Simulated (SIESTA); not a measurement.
Te2Mo in SIESTA: the effect of functional

The system is Te2Mo, a slab with vacuum.

```xyz
6
Lattice="6.3616 0.0000 0.0000 0.0000 3.4804 0.0000 -0.0857 0.0000 36.1759" Properties=species:S:1:pos:R:3 pbc="T T T"
Te    2.6844    2.6103   19.5604
Te    3.5915    0.8701   16.6155
Te    5.8104    0.8701   20.1329
Te    0.4655    2.6103   16.0430
Mo    1.1110    0.8701   17.9963
Mo    5.1649    2.6103   18.1796
```

Alike in all runs:

```yaml
Program: SIESTA 5.4.2
Task: band structure
Basis: DZP (energy shift 0.003 Ry; two zetas on semicore shells)
Grid_cutoff: 800 Ry
Energy_shift: 0.003 Ry
k_mesh: 4 × 8 × 1
Occupations: fermi-dirac, width 0.05 eV
Spin: no spin polarisation
```

```tsv
functional	potentials or basis	largest force (eV/Å)
AM05	PseudoDojo 0.4 standard (PBEsol files)	0.34
BLYP	PseudoDojo 0.4 standard (PBE files)	?
vdW-DF-cx	PseudoDojo 0.4 standard (PBE files)	0.58
```

What does the run with functional BLYP give?

Largest force 1.39 eV/Å.

Caveats: the potentials were made for another functional, which shifts forces and pressure.
